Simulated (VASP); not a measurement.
# Mg (P6/mmm) in VASP: single point with LDA

Aim: the single point of Mg with LDA.

All numbers are computed with VASP 6.6.1; they aren't measurements. Logs are shortened: lines on timing, memory, paths and dates and some standing lists are left out, and cuts for length are marked.

### Step 1. The structure

Symmetry: P6/mmm, No. 191, hexagonal system. The conventional cell has a = 3.050 Å, b = 3.050 Å, c = 3.045 Å, α = 90.00°, β = 90.00°, γ = 120.00°. Mg (site symmetry 6/mmm) has 8 Mg at 3.04 to 3.05 Å as nearest neighbours.

This isn't the form of Mg at room conditions, which is hcp.

### Step 2. Single point, LDA

Contents of INCAR:

```
SYSTEM = Mg
ALGO = Fast ; EDIFF = 1E-6
ENCUT = 520 ; ISIF = 2
ISMEAR = 0 ; LASPH = .TRUE.
LCHARG = .FALSE. ; LREAL = .FALSE.
LWAVE = .FALSE. ; NBANDS = 7
NELM = 100 ; PREC = Accurate
SIGMA = 0.1
```

Contents of KPOINTS:

```
k-points
0
G
  6 6 6
  0 0 0
```

Contents of POSCAR:

```
Mg
1.0
    3.0502998005      0.0000000000      0.0000000000
   -1.5251499003      2.6416371164      0.0000000000
    0.0000000000      0.0000000000      3.0448375700
Mg
1
Direct
    0.0000000000      0.0000000000      0.0000000000
```

Potentials or basis: VASP PAW LDA potentials, release 64 (Mg).

Run with:

```console
$ cat potpaw_LDA.64/Mg/POTCAR > POTCAR
$ mpirun -np 1 vasp_std > vasp.out
```

OUTCAR:

```text
SYSTEM = Mg
   EDIFF = 1E-6
   ENCUT = 520
   ISIF = 2
   ISMEAR = 0
   LASPH = .TRUE.
   LREAL = .FALSE.
   NELM = 100
   PREC = Accurate

 ion  position               nearest neighbor table
   1  0.000  0.000  0.000-

  LATTYP: Found a hexagonal cell.
 ALAT       =     3.0502998005
 C/A-ratio  =     0.9982092808

  Lattice vectors:

 A1 = (   3.0502998005,   0.0000000000,   0.0000000000)
 A2 = (  -1.5251499003,   2.6416371164,   0.0000000000)
 A3 = (   0.0000000000,   0.0000000000,   3.0448375700)

Analysis of symmetry for initial positions (statically):
=====================================================================
 Subroutine PRICEL returns:
 Original cell was already a primitive cell.

 Routine SETGRP: Setting up the symmetry group for a
 hexagonal supercell.

 Subroutine GETGRP returns: Found 24 space group operations
 (whereof 24 operations were pure point group operations)
 out of a pool of 24 trial point group operations.

The static configuration has the point symmetry D_6h.

Analysis of symmetry for dynamics (positions and initial velocities):
=====================================================================
 Subroutine PRICEL returns:
 Original cell was already a primitive cell.

 Routine SETGRP: Setting up the symmetry group for a
 hexagonal supercell.

 Subroutine GETGRP returns: Found 24 space group operations
 (whereof 24 operations were pure point group operations)
 out of a pool of 24 trial point group operations.

The dynamic configuration has the point symmetry D_6h.

 Subroutine INISYM returns: Found 24 space group operations
 (whereof 24 operations are pure point group operations),
 and found     1 'primitive' translations

----------------------------------------------------------------------------------------

                                     Primitive cell

  volume of cell :      24.5346

  direct lattice vectors                    reciprocal lattice vectors
     3.050299800  0.000000000  0.000000000     0.327836628  0.189276565  0.000000000
    -1.525149900  2.641637116  0.000000000     0.000000000  0.378553130  0.000000000
     0.000000000  0.000000000  3.044837570     0.000000000  0.000000000  0.328424744

  length of vectors
     3.050299800  3.050299801  3.044837570     0.378553130  0.378553130  0.328424744

  position of ions in fractional coordinates (direct lattice)
     0.000000000  0.000000000  0.000000000

  ion indices of the primitive-cell ions
   primitive index   ion index
                 1           1

[... 70 lines left out ...]
   NELM   =    100;   NELMIN=  2; NELMDL= -5     # of ELM steps
   EDIFF  = 0.1E-05   stopping-criterion for ELM
   LREAL  =      F    real-space projection
   EDIFFG = 0.1E-04   stopping-criterion for IOM
   NSW    =      0    number of steps for IOM
   IBRION =     -1    ionic relax: 0-MD 1-quasi-New 2-CG
   NFREE  =      0    steps in history (QN), initial steepest desc. (CG)
   ISIF   =      2    stress and relaxation
   ISYM   =      2    0-nonsym 1-usesym 2-fastsym
   POTIM  = 0.5000    time-step for ionic-motion
   TEBEG  =    0.0;   TEEND  =   0.0 temperature during run
   PSTRESS=    0.0 pullay stress
   NELECT =       2.0000    total number of electrons
   NUPDOWN=      -1.0000    fix difference up-down
   EMIN   =  10.00;   EMAX   =-10.00  energy-range for DOS
   EFERMI =   0.00;   METHOD = LEGACY
   ISMEAR =     0;   SIGMA  =   0.10  broadening in eV -4-tet -1-fermi 0-gaus
   EFERMI_NEDOS =   21; number of points for ismear=-14 and -15
   IALGO  =     68    algorithm
   IMIX   =      4    mixing-type and parameters
     AMIX     =   0.40;   BMIX     =  1.00
     AMIX_MAG =   1.60;   BMIX_MAG =  1.00
  volume/ion in A,a.u.               =      24.53       165.57
  Fermi-wavevector in a.u.,A,eV,Ry     =   0.709836  1.341396  6.855535  0.503868
  Thomas-Fermi vector in A             =   1.796524
   LORBIT       =      0    0 simple, 1 ext, 2 COOP (PROOUT), +10 PAW based schemes
   GGA     = CA    functional components
   LHFCALC =     F    Hartree Fock is set to
   AEXX    =    0.0000 exact exchange contribution
   IVDW    =     0    specifies the selected vdW correction
   LEPSILON=     F    determine dielectric tensor
   LRPA    =     F    only Hartree local field effects (RPA)
 non-spin polarized calculation
 RMM-DIIS sequential band-by-band and
 Gauss-broadening in eV      SIGMA  =   0.10
  energy-cutoff  :      520.00
  volume of cell :       24.53
 maximum number of plane-waves:       672
 NGX is ok and might be reduce to    24
   NGX = 11   NGY = 11   NGZ = 11

 number of electron       2.0000000 magnetization

 Free energy of the ion-electron system (eV)
  ---------------------------------------------------
  ext. energy  EPLUGINS =         0.00000000
  ---------------------------------------------------
  free energy    TOTEN  =        -1.60426750 eV

  energy without entropy =       -1.60156016  energy(sigma->0) =       -1.60291383

 E-fermi :   2.1762     XC(G=0):  -8.4435

 val. band max:        2.1562891556   @ k =   0.5000   0.0000   0.3333
 cond. band min:       2.2001167762   @ k =   0.3333   0.3333   0.0000
 fundamental gap:      0.0438276206
 Fermi energy:         2.1762454162

 k-point     1 :       0.0000    0.0000    0.0000
  band No.  band energies     occupation
      1      -4.5320      2.00000
      2      10.0923      0.00000
      3      10.7625      0.00000
      4      14.6218      0.00000
      5      14.6218      0.00000
      6      15.5667      0.00000
      7      15.5667      0.00000
[... 221 lines left out ...]
 k-point    24 :       0.3333    0.0000    0.5000
  band No.  band energies     occupation
      1       1.4006      2.00000
      2       2.0352      1.95396
      3       8.1443      0.00000
      4       8.7840      0.00000
      5      14.1403      0.00000
      6      14.9398      0.00000
      7      16.1782      0.00000

 [... further k-points ...]
[... 5 lines left out ...]
  --------------------------------------------------------------------------------------
  -------------------------------------------------------------------------------------
  Total       -0.2196943     -0.2196943     -0.0940125      0.0000000      0.0000000     -0.0000000
  in kB      -14.3466210    -14.3466210     -6.1392617      0.0000000      0.0000000     -0.0000000
  external PRESSURE =     -11.6108346 kB  Pullay stress =       0.0000000 kB

 VOLUME and BASIS-vectors are now :
 -----------------------------------------------------------------------------
  energy-cutoff  :      520.00
  volume of cell :       24.53
      direct lattice vectors                 reciprocal lattice vectors
     3.050299800  0.000000000  0.000000000     0.327836628  0.189276565  0.000000000
    -1.525149900  2.641637116  0.000000000     0.000000000  0.378553130  0.000000000
     0.000000000  0.000000000  3.044837570     0.000000000  0.000000000  0.328424744

 POSITION                                       TOTAL-FORCE (eV/Angst)
 -----------------------------------------------------------------------------------
      0.00000      0.00000      0.00000         0.000000      0.000000      0.000000
 -----------------------------------------------------------------------------------
    total drift:                               -0.000000      0.000000      0.000000

  FREE ENERGIE OF THE ION-ELECTRON SYSTEM (eV)
  ---------------------------------------------------
  free  energy   TOTEN  =        -1.6042675035 eV

  energy  without entropy=       -1.6015601611  energy(sigma->0) =       -1.60291383
```

Wall time 3 s (1 thread of Intel Xeon Platinum 8488C (Sapphire Rapids), shared host); peak memory 0.12 GiB.

What came out:

| Item | Value |
| --- | --- |
| Free energy | -1.6043 eV |
| Pressure | -1.2 GPa |
| Band gap on the k mesh | none (metal or under the smearing width) |

Stress tensor (GPa, compression positive):
```
-1.43  0.00  0.00
 0.00 -1.43  0.00
 0.00  0.00 -0.61
```

Caveat: the k mesh is coarse (spacing up to 0.40 Å⁻¹), so the values aren't converged.
